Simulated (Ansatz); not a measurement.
# Sb: the cost of one run

Computed with Ansatz 0.2.0 (DFT PBE, scalar-relativistic, unless a step's input says otherwise).

**1. The starting structure**

Symmetry: R-3m, No. 166, trigonal system. Conventional cell: a = 4.301 Å, b = 4.301 Å, c = 11.232 Å, α = 90.00°, β = 90.00°, γ = 120.00°. Sb (site symmetry 3m) is surrounded by 3 Sb at 2.90 Å.

Coordinates:

```xyz
2
Lattice="2.1506 1.2416 3.7440 -2.1506 1.2416 3.7440 0.0000 -2.4833 3.7440" Properties=species:S:1:pos:R:3 pbc="T T T"
Sb    0.0000    0.0000    2.6242
Sb    0.0000    0.0000    8.6078
```

Atoms are numbered in the order of the input: Sb1, Sb2.

**2. The deformed structure**

Space group R-3m before, R-3m after.

**3. Full-potential LAPW**

The input, input.yaml:

```yaml
crystal:
  lattice:
    - [2.150600332, 1.2416496806, 3.66912]
    - [-2.150600332, 1.2416496806, 3.66912]
    - [0.0, -2.4832993611, 3.66912]
  atoms:
    - { symbol: Sb, position: [0.23364, 0.23364, 0.23364] }
    - { symbol: Sb, position: [0.76636, 0.76636, 0.76636] }
kpoints:
  mp_grid: { grid: [9, 9, 9] }
  band_path:
    path:
      - [0.0, 0.0, 0.0]
      - [0.5, 0.5, 0.5]
      - [0.7569878987, 0.2430121013, 0.5]
      - [0.5, -0.2430121013, 0.2430121013]
      - [0.5, 0.0, 0.0]
      - [0.0, 0.0, 0.0]
      - [0.3715060506, -0.3715060506, 0.0]
      - [0.6284939494, 0.0, 0.3715060506]
      - [0.5, 0.0, 0.5]
    npoints: 5
scf:
  occupations: { method: fermi_dirac, width: 0.05 }
hamiltonian:
  xc: pbe
  pseudopotentials: { kind: all_electron, lapw: { basis_error: 0.0005 } }
output:
  forces: true
  stress: true
  eigenvalues: true
```

Launch:

```sh
> ansatz run input.yaml --threads 1 --pin off --max-ram 3072MiB --backend cpu --events-out ev --progress --plain --runs-dir out
```

**Question.** How long does this run take on 1 thread of Intel Xeon 6975P-C (Granite Rapids), shared host, and how much memory does it need?

About 17 s, with a peak of 0.49 GiB.
